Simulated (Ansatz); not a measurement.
Input of an Ansatz 0.2.0 run:

input.yaml

```yaml
crystal:
  lattice:
    - [3.070045642, 0.0, 0.0]
    - [-1.535022821, 2.6587375167, 0.0]
    - [0.0, 0.0, 4.678428]
  atoms:
    - { symbol: W, position: [0.6666666667, 0.3333333333, 0.253669] }
    - { symbol: W, position: [0.3333333333, 0.6666666667, 0.746331] }
    - { symbol: C, position: [0.0, 0.0, 0.0] }
hamiltonian:
  xc: pbe
  pseudopotentials: { kind: paw }
kpoints:
  mp_grid: { grid: [7, 7, 5] }
scf:
  occupations: { method: fermi_dirac, width: 0.05 }
output:
  forces: true
  stress: true
  eigenvalues: true
relax:
  f_tol: 0.01
  max_steps: 40
  cell: { stress_tol: 0.05 }
```

Potentials or basis: Ansatz PAW.

The run is started by

```console
$ ansatz run input.yaml --threads 2 --pin off --max-ram 5632MiB --backend cpu --events-out ev --progress --plain --runs-dir out
```

Q: Predict the relaxed volume.

A: 12.65 Å³/atom.

Q: What does it give for the space group after relaxing (to 0.05 Å)?

A: P-3m1 (No. 164).

Final structure:
```
CELL_PARAMETERS angstrom
3.06427 0.00000 0.00000
-1.53213 2.65373 0.00000
0.00000 0.00000 4.66593
ATOMIC_POSITIONS crystal
W 0.66667 0.33333 0.25485
W 0.33333 0.66667 0.74515
C 0.00000 0.00000 0.00000
```

 The run has no spin-orbit coupling, so splittings on W are missing.
